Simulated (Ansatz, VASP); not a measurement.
# MgO in VASP and in Ansatz

```
Mg O
1.0
     2.68616    0.00000    0.00000
     0.00000    2.68616    0.00000
     0.00000    0.00000    2.68616
Mg O
1 1
Direct
  0.00000 0.00000 0.00000
  0.50000 0.50000 0.50000
```

Alike in both runs: task single point; functional PBE; k mesh 10 × 10 × 10; occupations gaussian, width 0.02 eV; no spin polarisation.

```csv
,VASP,Ansatz
version,VASP 6.6.1,Ansatz 0.2.0
potentials or method,"VASP PAW PBE potentials, release 64 (Mg, O)","scalar-relativistic, plane waves, PAW"
plane-wave cutoff (eV),520,420
valence electrons in the cell,8,16
```

Ansatz gave:

| Quantity | Value |
| --- | --- |
| gap on the k mesh at the Fermi level (eV) | 2.02 |
| least direct gap on the mesh (eV) | 2.96 |
| pressure (GPa) | -3.8 |

Problem. Estimate VASP's values.

Solution. gap on the k mesh at the Fermi level (eV): 2.00; least direct gap on the mesh (eV): 2.94; pressure (GPa): -4.5.

The two sets of potentials don't hold the same shells in valence.

A k mesh can miss the band edges. As with any semilocal functional, this PBE gap is likely too small.
